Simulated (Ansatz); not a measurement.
# MnSb: couplings from the ferromagnetic state against total energies, calculated with Ansatz

Space group Fm-3m (No. 225), 2 atoms in the cell of the first input below: a = 3.868 Å, b = 3.868 Å, c = 3.868 Å, α = 60.00°, β = 60.00°, γ = 60.00°.

The structure was started from a prototype and need not be a known phase, relaxed without spin–orbit coupling to zero pressure (pressure 0.0 GPa with this functional, without spin–orbit coupling). Functional: PBEsol.

The couplings come from the ferromagnetic state by the force theorem with constrained moments:

```yaml
crystal:
  lattice:
    - [0.0, 2.7348463706, 2.7348463706]
    - [2.7348463706, 0.0, 2.7348463706]
    - [2.7348463706, 2.7348463706, 0.0]
  atoms:
    - { symbol: Mn, position: [0.5, 0.5, 0.5], spin: 4.01 }
    - { symbol: Sb, position: [0.0, 0.0, 0.0] }
basis:
  ecutwfc: 420
  ecutrho_ratio: 4
kpoints:
  mp_grid: { grid: [10, 10, 10] }
  band_path:
    path:
      - [[0.0, 0.0, 0.0], [0.5, 0.0, 0.5], [0.625, 0.25, 0.625]]
      - [[0.375, 0.375, 0.75], [0.0, 0.0, 0.0], [0.5, 0.5, 0.5], [0.5, 0.25, 0.75], [0.5, 0.0, 0.5]]
    npoints: 6
hamiltonian:
  xc: pbesol
scf:
  occupations: { method: gaussian, width: 0.05 }
  lower_state_search: "off"
output:
  forces: true
  stress: true
  eigenvalues: true
  populations: true
  eigenstates:
    nscf_kmesh: { grid: [10, 10, 10] }
    top_band: c34
    exchange_couplings: { magnetic: [{ site: 0 }] }
    magnetocrystalline_anisotropy: {}
magnetization:
  spin_polarized: true
checkpoint:
  read: start.run
  write: ck
  compress: false
  write_wavefunctions: false
  write_every: 100000
```

```bash
ansatz run input.yaml --threads 4 --pin off --max-ram 9216MiB --backend cpu --events-out ev --progress --plain --runs-dir out
```

start.run is the saved state of an earlier run of the same cell.

Time: 73 s on 4 threads of Arm Neoverse V2, on a shared host, peak memory 1.5 GiB.

Couplings between Mn atoms, for E = −Σ(i≠j) J_ij e_i·e_j with unit vectors (each pair counted twice):

```json
{"distance (Å)": "3.868", "neighbours": "12", "J (meV)": "4.489"}
{"distance (Å)": "5.470", "neighbours": "6", "J (meV)": "15.735"}
{"distance (Å)": "6.699", "neighbours": "24", "J (meV)": "-0.624"}
{"distance (Å)": "7.735", "neighbours": "12", "J (meV)": "0.129"}
{"distance (Å)": "8.648", "neighbours": "24", "J (meV)": "-0.420"}
{"distance (Å)": "9.474", "neighbours": "8", "J (meV)": "0.600"}
{"distance (Å)": "10.233", "neighbours": "48", "J (meV)": "-0.178"}
{"distance (Å)": "10.939", "neighbours": "6", "J (meV)": "-0.464"}
{"distance (Å)": "11.603", "neighbours": "24", "J (meV)": "0.378"}
{"distance (Å)": "11.603", "neighbours": "12", "J (meV)": "-0.285"}
```

28 shells out to 18.9 Å enter the sums below; those further out add -1.81 meV to J(0).

Problem. All couplings of one atom add up to J(0) = 128.83 meV. What is the mean-field ordering temperature?

Solution. k_B T = (2/3) J(0), so T = 996.7 K; the program prints 996.7 K, and 794.7 K in Tyablikov's decoupling. Mean field leaves out fluctuations and so overshoots the model's own ordering temperature.

At rigid moments, leaving out the upper third of the empty bands moves a coupling by under 1 % of the largest.

Problem. What energy per Mn above the ferromagnet does the model give for the order with wave vector q = (0.000, 0.000, 0.500) in units of the reciprocal cell vectors?

Solution. E(q) − E(0) = Σ J_ij (1 − cos q·R_ij). The shells that add most, as J × Σ(1 − cos): 4.489 × 12.00 at 3.87 Å, 15.735 × 12.00 at 5.47 Å, -0.624 × 24.00 at 6.70 Å, -0.420 × 24.00 at 8.65 Å, 0.600 × 16.00 at 9.47 Å, 0.378 × 24.00 at 11.60 Å, and -10.97 meV from the 22 other shells kept; in all 225.33 meV.

Each order was then solved self-consistently. The input for the first:

```yaml
crystal:
  lattice:
    - [0.0, 2.7348463706, 2.7348463706]
    - [2.7348463706, 0.0, 2.7348463706]
    - [5.4696927412, 5.4696927412, 0.0]
  atoms:
    - { symbol: Mn, position: [0.5, 0.5, 0.25], spin: 3.5 }
    - { symbol: Sb, position: [0.0, 0.0, 0.0] }
    - { symbol: Mn, position: [0.5, 0.5, 0.75], spin: -3.5 }
    - { symbol: Sb, position: [0.0, 0.0, 0.5] }
basis:
  ecutwfc: 420
  ecutrho_ratio: 4
kpoints:
  mp_grid: { grid: [12, 12, 6] }
hamiltonian:
  xc: pbesol
scf:
  occupations: { method: gaussian, width: 0.05 }
output:
  forces: true
  stress: true
  eigenvalues: true
  populations: true
  write_density: true
  write_potential: true
  elf: true
  volumetric_format: npy
magnetization:
  spin_polarized: true
```

```bash
ansatz run input.yaml --threads 4 --pin off --max-ram 9216MiB --backend cpu --events-out ev --progress --plain --runs-dir out
```

Time: 12 s on 4 threads of Arm Neoverse V2, with other jobs on the host, peak memory 0.72 GiB.

Total energies count from the ferromagnet on the 12×12×12 mesh, or from a ferromagnetic run in the same doubled cell where its mesh isn't the equal of that (spin moment 3.65 μB).

```csv
order,q,model (meV),total energies (meV),largest spin moment (μB),gap on the mesh (eV)
collinear order in a doubled cell,0.000 0.000 0.500,225.33,269.93,3.36,0.00
collinear order in a doubled cell,0.000 0.500 0.500,36.92,32.24,3.53,0.00
```

The model has the sign of the total energies in all 2 rows, and meets their size within a third for 2; the largest miss is 44.61 meV. The ferromagnet's own energy moves by 0.4 meV between the 12×12×12 and 10×10×10 meshes, so misses and differences under that size show the mesh as much as the model. The ferromagnet is the lowest of the states tried, which hold no spiral. The couplings are derived for small turns about the ferromagnet.

Caveats: couplings not converged in the mesh; no spin-orbit coupling, which matters for these elements; open shells may stand above their lowest state; the ferromagnetic state is metallic at this level, and the convergence of the total energies in the k-mesh was not tested; the order found in nature may be another, or none.

Ferromagnetism in this rocksalt cell rests mainly on the second-neighbour coupling, 15.735 meV against 4.489 meV for the nearest neighbours. Second neighbours face each other across an Sb atom in a straight Mn–Sb–Mn line, where Mn 3d eg orbitals overlap best with Sb 5p. In insulating rocksalt Mn(II) compounds this path gives antiferromagnetic superexchange; here partly filled, strongly hybridised p–d bands probably favour parallel spins through carrier-mediated exchange.

The geometry also explains the split between the two antiferromagnetic orders. The one at 269.93 meV reverses every second neighbour, whereas the one at 32.24 meV leaves them all parallel and pays mostly for nearest-neighbour reversals. The self-consistent energies thus support the dominant role of the straight path independently of the force theorem. The model errs in opposite directions for the two orders, so no common scaling of the couplings would repair it; this suggests that the exchange itself depends on the magnetic order. The ordering temperature doesn't carry over to ordinary NiAs-type MnSb, whose exchange paths differ.
